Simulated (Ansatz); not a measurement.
# Se: computed properties

The calculation used DFT PBE, scalar-relativistic, plane waves, PAW (Ansatz).

Cutoff 420 eV; k points 16×16×12 on the computed 2-atom cell (Γ-centred); Gaussian smearing, width 0.10 eV; no spin polarisation.

The structure is relaxed at this level of theory with its symmetry kept, and needn't be the ground state of this composition.

```xyz
2
Lattice="3.5947 0.0000 0.0000 0.0000 3.5947 0.0000 0.0000 0.0000 4.7641" Properties=species:S:1:pos:R:3 pbc="T T T"
Se    0.0000    1.7973    4.3832
Se    1.7973    0.0000    0.3808
```

- Space group: P4/nmm (No. 129)
- Volume per atom: 207.7 bohr³
- Energy over the standard state (uncorrected): +0.176 eV/atom
- Kohn–Sham band gap: none (metal)
- Density of states at the Fermi level: 0.5 states/eV per cell
- Orbital (Löwdin) character within 0.5 eV of the Fermi level: Se 4p 93 %
- Bader charge by site (e): Se (2 in the cell) 0.00

The cell holds layers, chains or molecules and no dispersion correction was added, so their binding is poorly described.

The cell was found from a structure generator's guess, not taken from experiment. Löwdin shares on free-atom orbitals overweight diffuse shells.
